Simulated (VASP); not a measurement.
Write the native input for VASP 6.6.1 that does the following.

```
Task                   : relaxation of cell and atoms
Functional             : PBEsol
Potentials or basis    : VASP PAW PBE potentials, release 64 (Li_sv, Cl)
Cutoff                 : 600 eV
k mesh                 : 4 × 4 × 4
Occupations            : gaussian, width 0.02 eV
Spin                   : no spin polarisation
Further INCAR settings : ALGO = Normal; EDIFF = 1e-07; IBRION = 2; EDIFFG = -0.005; NSW = 90; ISIF = 3
```

The structure of LiCl lies in POSCAR:

```
LiCl
1.0
    0.0000000000      2.5421223400      2.5421223400
    2.5421223400      0.0000000000      2.5421223400
    2.5421223400      2.5421223400      0.0000000000
Li Cl
1 1
Direct
    0.0000000000      0.0000000000      0.0000000000
    0.5000000000      0.5000000000      0.5000000000
```

The cell is a database's computed one.

The input as run:

INCAR

```
PREC     = Accurate       # precision mode
ENCUT    = 600            # plane-wave cutoff, eV
EDIFF    = 1E-7           # SCF threshold, eV
ISMEAR   = 0              # smearing method
SIGMA    = 0.02           # smearing width, eV
LREAL    = False          # projectors in reciprocal space
LASPH    = True           # aspherical terms in the spheres
NELM     = 100            # most SCF steps
ALGO     = Normal         # electronic algorithm
ISIF     = 3              # what is computed and relaxed
LWAVE    = False          # write WAVECAR
LCHARG   = False          # write CHGCAR
GGA      = PS             # functional
IBRION   = 2              # ionic algorithm
NSW      = 90             # ionic steps
EDIFFG   = -0.005         # ionic threshold
```

KPOINTS

```
regular mesh
0
Gamma
  4 4 4
```

Potentials or basis: VASP PAW PBE potentials, release 64 (Li_sv, Cl).

Command:

```bash
$ cat potpaw_PBE.64/Li_sv/POTCAR potpaw_PBE.64/Cl/POTCAR > POTCAR
$ mpirun -np 1 vasp_std > vasp.out
```

Results of the run:

The relaxed volume is 16.27 Å³/atom. The relaxed cell is a = 3.584 Å, b = 3.584 Å, c = 3.584 Å, α = 60.00°, β = 60.00°, γ = 60.00°, the space group after relaxing (to 0.05 Å) is Fm-3m (No. 225) and the energy gained by relaxing is 0.2 meV/atom. The ionic steps are 3. The pressure after relaxing is 0.0 GPa and the band gap on the k mesh is 6.34 eV, direct.

Caveat: the k mesh is coarse (spacing up to 0.54 Å⁻¹), so the values aren't converged; the cutoff is under 1.25 times the usual one of these potentials, so pressure, stress and relaxed cells hold a basis-set (Pulay) error; the PAW data sets were made with another functional, which shifts forces and pressure a little.

Run time: 8.8 s on 1 thread of AMD EPYC 7R13 Processor (Zen 3), on a shared host, peak memory 0.13 GiB.
